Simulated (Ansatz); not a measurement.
Input, command and steps of an Ansatz relaxation.

```yaml
crystal:
  lattice:
    - [3.7131466206, 0.0, 0.0]
    - [0.0, 3.7131466206, 0.0]
    - [0.0, 0.0, 3.7131466206]
  atoms:
    - { symbol: Sc, position: [0.0, 0.0, 0.0] }
    - { symbol: Al, position: [0.5, 0.0, 0.5] }
    - { symbol: Al, position: [0.0, 0.5, 0.5] }
    - { symbol: Al, position: [0.5, 0.5, 0.0] }
basis:
  ecutwfc: 420
kpoints:
  mp_grid: { grid: [12, 12, 12] }
hamiltonian:
  xc: pbe
scf:
  occupations: { method: gaussian, width: 0.1 }
output:
  forces: true
  stress: true
  eigenvalues: true
relax:
  adjacent_minimum: "off"
  f_tol: 0.008
  max_steps: 50
  cell: { stress_tol: 0.08, p_target: 60.0 }
```

```bash
ansatz run input.yaml --threads 1 --pin off --max-ram 2560MiB --backend cpu --events-out ev --progress --plain --runs-dir out
```

The calculation used DFT PBE, scalar-relativistic, plane waves, PAW in Ansatz 0.2.0.

Of 5 frames 5 are shown, positions in Å and forces in eV/Å; the SCF threshold varies from step to step. Steps run on the plane waves of an earlier cell, with a Pulay correction in the pressure. The basis is chosen afresh for the last frame, the zero of the energies, and at times for earlier ones too; energy and pressure step there, also at an unchanged geometry. The relaxation lowers the enthalpy F + PV at the target pressure, so the free energy itself can rise.

```xyz
4
Lattice="3.7131 0.0000 0.0000 0.0000 3.7131 0.0000 0.0000 0.0000 3.7131" Properties=species:S:1:pos:R:3:forces:R:3 pbc="T T T" step=1 free_energy_over_end_meV_per_atom=-192.74 pressure_GPa=47.64
Sc    0.0000    0.0000    0.0000    0.0000    0.0000    0.0000
Al    1.8566    0.0000    1.8566    0.0000    0.0000    0.0000
Al    0.0000    1.8566    1.8566    0.0000    0.0000    0.0000
Al    1.8566    1.8566    0.0000    0.0000    0.0000    0.0000
4
Lattice="3.6365 0.0000 0.0000 0.0000 3.6365 0.0000 0.0000 0.0000 3.6365" Properties=species:S:1:pos:R:3:forces:R:3 pbc="T T T" step=2 free_energy_over_end_meV_per_atom=77.69 pressure_GPa=64.86
Sc    0.0000    0.0000    0.0000    0.0000    0.0000    0.0000
Al    1.8183    0.0000    1.8183    0.0000    0.0000    0.0000
Al    0.0000    1.8183    1.8183    0.0000    0.0000    0.0000
Al    1.8183    1.8183    0.0000    0.0000    0.0000    0.0000
4
Lattice="3.6575 0.0000 0.0000 0.0000 3.6575 0.0000 0.0000 0.0000 3.6575" Properties=species:S:1:pos:R:3:forces:R:3 pbc="T T T" step=3 free_energy_over_end_meV_per_atom=-3.60 pressure_GPa=59.78
Sc    0.0000    0.0000    0.0000    0.0000    0.0000    0.0000
Al    1.8287    0.0000    1.8287    0.0000    0.0000    0.0000
Al    0.0000    1.8287    1.8287    0.0000    0.0000    0.0000
Al    1.8287    1.8287    0.0000    0.0000    0.0000    0.0000
4
Lattice="3.6566 0.0000 0.0000 0.0000 3.6566 0.0000 0.0000 0.0000 3.6566" Properties=species:S:1:pos:R:3:forces:R:3 pbc="T T T" step=4 free_energy_over_end_meV_per_atom=-0.22 pressure_GPa=60.00
Sc    0.0000    0.0000    0.0000    0.0000    0.0000    0.0000
Al    1.8283    0.0000    1.8283    0.0000    0.0000    0.0000
Al    0.0000    1.8283    1.8283    0.0000    0.0000    0.0000
Al    1.8283    1.8283    0.0000    0.0000    0.0000    0.0000
4
Lattice="3.6566 0.0000 0.0000 0.0000 3.6566 0.0000 0.0000 0.0000 3.6566" Properties=species:S:1:pos:R:3:forces:R:3 pbc="T T T" step=5 free_energy_over_end_meV_per_atom=0.00 pressure_GPa=59.97
Sc    0.0000    0.0000    0.0000    0.0000    0.0000    0.0000
Al    1.8283    0.0000    1.8283    0.0000    0.0000    0.0000
Al    0.0000    1.8283    1.8283    0.0000    0.0000    0.0000
Al    1.8283    1.8283    0.0000    0.0000    0.0000    0.0000
```

Time: 17 s on 1 thread of Arm Neoverse V2 (shared host), peak memory 0.35 GiB.